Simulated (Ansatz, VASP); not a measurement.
La in VASP and in Ansatz

The input INCAR:

```
  ALGO = Normal
  EDIFF = 1E-7
  ENCUT = 520
  GGA = PS
  ISIF = 2
  ISMEAR = -1
  LASPH = T
  LCHARG = F
  LREAL = F
  LWAVE = F
  NBANDS = 12
  NELM = 100
  PREC = Accurate
  SIGMA = 0.05
```

File KPOINTS:

```
k-points
0
Gamma
  9 9 9
```

File POSCAR:

```
La
1.0
   -2.0813544496      2.0813544496      2.1238310710
    2.0813544496     -2.0813544496      2.1238310710
    2.0813544496      2.0813544496     -2.1238310710
La
1
Direct
    0.0000000000      0.0000000000      0.0000000000
```

Contents of input.yaml:

```yaml
crystal:
  lattice:
    - [-2.0813544496, 2.0813544496, 2.123831071]
    - [2.0813544496, -2.0813544496, 2.123831071]
    - [2.0813544496, 2.0813544496, -2.123831071]
  atoms:
    - { symbol: La, position: [0.0, 0.0, 0.0] }
kpoints:
  mp_grid: { grid: [9, 9, 9] }
scf:
  occupations: { method: fermi_dirac, width: 0.05 }
hamiltonian:
  xc: pbesol
  pseudopotentials: { kind: all_electron, lapw: { basis_error: 0.001 } }
output:
  forces: true
  stress: true
  eigenvalues: true
```

Change from the starting cell: strain_xy = -0.02.

Alike in both runs: task single point; functional PBEsol; k mesh 9 × 9 × 9; occupations fermi-dirac, width 0.05 eV; no spin polarisation.

```csv
,VASP,Ansatz
version,VASP 6.6.1,Ansatz 0.2.0
potentials or method,"VASP PAW PBE potentials, release 64 (La)","all-electron LAPW, scalar-relativistic"
plane-wave cutoff (eV),520,see its input
```

|  | VASP | Ansatz | Ansatz less VASP |
| --- | --- | --- | --- |
| gap on the k mesh at the Fermi level (eV) | none | none | - |
| pressure (GPa) | -1.7 | -1.7 | +0.01 |
| largest component of the traceless stress (GPa) | 0.57 | 0.58 | +0.007 |

A gap of «none» marks a metal or a gap that the smearing closes. Ansatz ran all-electron here, so the differences hold the error of VASP's frozen core and of both bases.

Caveats: the PAW data sets were made with another functional, which shifts forces and pressure a little (VASP). Spin-orbit coupling is left out, which matters for the levels of La.
